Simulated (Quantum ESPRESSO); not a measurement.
Sb:

```
Sb
1.0
     3.16000    0.00000    0.00000
     0.00000    3.16000    0.00000
     0.00000    0.00000    3.16000
Sb
1
Direct
  0.00000 0.00000 0.00000
```

This isn't the form of Sb at room conditions, which is rhombohedral.

* Program: Quantum ESPRESSO 7.5
* Task: single point
* Functional: PBEsol
* Potentials or basis: GBRV 1.5 PBEsol
* Cutoff: 612 eV
* Density cutoff: 4898 eV
* k mesh: 8 × 8 × 8
* Occupations: fermi-dirac, width 0.05 eV
* Spin: no spin polarisation

On this cell: pressure -4.8 GPa; band gap on the k mesh none (metal or under the smearing width).

The same run follows on a disturbed copy (cell strained at random at fixed volume):

```
Sb
1.0
     3.18307   -0.00916   -0.07927
    -0.00916    3.13721   -0.05653
    -0.07927   -0.05653    3.16292
Sb
1
Direct
  0.00350 0.00307 0.97826
```

**Question.** What does the disturbed cell give?

**Answer.** The energy (extrapolated to zero smearing) moves by +1.3 meV/atom; pressure -4.9 GPa; band gap on the k mesh none (metal or under the smearing width).

Stress tensor (GPa, compression positive):
```
-5.65 -0.13  0.52
-0.13 -3.93  0.09
 0.52  0.09 -5.19
```
